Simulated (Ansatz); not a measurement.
## How CdI2 stores the work of compression

Level of theory: DFT r2SCAN, scalar-relativistic, plane waves, PAW (Ansatz). Settings: 500 eV cutoff, 6×6×4 k-mesh, Gaussian smearing of 0.02 eV, no spin polarisation.

Reference structure (relaxed):

```yaml
crystal:
  lattice:
    - [4.28570, 0.00000, 0.00000]
    - [-2.14285, 3.71153, 0.00000]
    - [0.00000, 0.00000, 7.21870]
  atoms:
    - { symbol: Cd, position: [0.00000, 0.00000, 0.00000] }
    - { symbol: I, position: [0.33333, 0.66667, 0.23782] }
    - { symbol: I, position: [0.66667, 0.33333, 0.76218] }
```

Cell and atoms were relaxed at each target pressure within the start's symmetry (P-3m1), at zero temperature; other phases can be more stable under pressure. H = E + PV with P the target; E is the free energy at the smearing used, whose derivative the pressure is, per atom and counted from zero pressure. The mesh named is that at zero pressure; some other pressures ran on another.

Spin-orbit coupling is left out, which matters for the bands and energies of heavy elements.

| P (GPa) | V (Å³/atom) | E − E0 (meV) | H − H0 (meV) |
| --- | --- | --- | --- |
| 0 | 38.275 | 0.0 | 0.0 |
| 2 | 34.181 | 20.2 | 446.8 |
| 5 | 31.452 | 77.2 | 1058.8 |
| 10 | 28.775 | 198.4 | 1994.3 |

Problem. Thermodynamics gives dH/dP = V along a relaxed path. Integrate V over P by the trapezoid rule and compare with the computed enthalpies.

Solution. With 1 eV/Å³ = 160.22 GPa, each step adds the mean volume times ΔP / 160.22:
```
P (GPa)  ∫V dP (meV) H − H0 (meV) difference (meV)
      2        452.2         446.8               5.4
      5       1066.7        1058.8               7.9
     10       2006.5        1994.3              12.1
```

V(P) curves upward, so the trapezoid rule runs high; integrating a smooth curve through the same points puts that excess at about 10.8 meV at 10 GPa, against the 12.1 meV found.

Problem. At 10 GPa, how much of the enthalpy change is stored energy and how much is the PV term?

Solution. E rises by 198 meV/atom and PV is 10 × 28.775 / 160.22 = 1796 meV/atom, so PV makes 90 % of ΔH. So between rival structures at high pressure a small difference in volume can outweigh the difference in energy: 1 % of this volume is worth 18.0 meV/atom at this pressure.

Problem. What bulk modulus do the lowest pressures give, and how is the compression shared among the axes?

Solution. From the pressures that the runs reached, 0.01 GPa (38.275 Å³) and 1.98 GPa (34.181 Å³), B = −ΔP/Δln V = 1.97 / 0.1131 = 17 GPa, a mean over that range. Where layers or molecules are held by dispersion forces, this functional describes the zero-pressure volume and B poorly. The linear compressibilities −Δln(length)/ΔP are 9.95 along a, 9.95 along b, 37.56 along c (in TPa⁻¹). With fixed angles they add up to 1/B: 57.47 against 57.47. Softest: c, at 65 % of the volume change per axis.

Problem. The gap is 2.833 eV at 0.01 GPa and 2.731 eV at 1.98 GPa. What pressure coefficient and volume deformation potential follow?

Solution. dE_g/dP = -51.5 meV/GPa, and a_V = dE_g/d ln V = −B dE_g/dP = 0.90 eV. A gap that closes or barely moves under pressure is usual where the conduction edge lies away from the zone centre, has d character, or where the bands broaden faster than they shift. If the edges move to other points of the zone within the range, this is a mean of two slopes. Gaps are generalised Kohn–Sham gaps over the whole zone.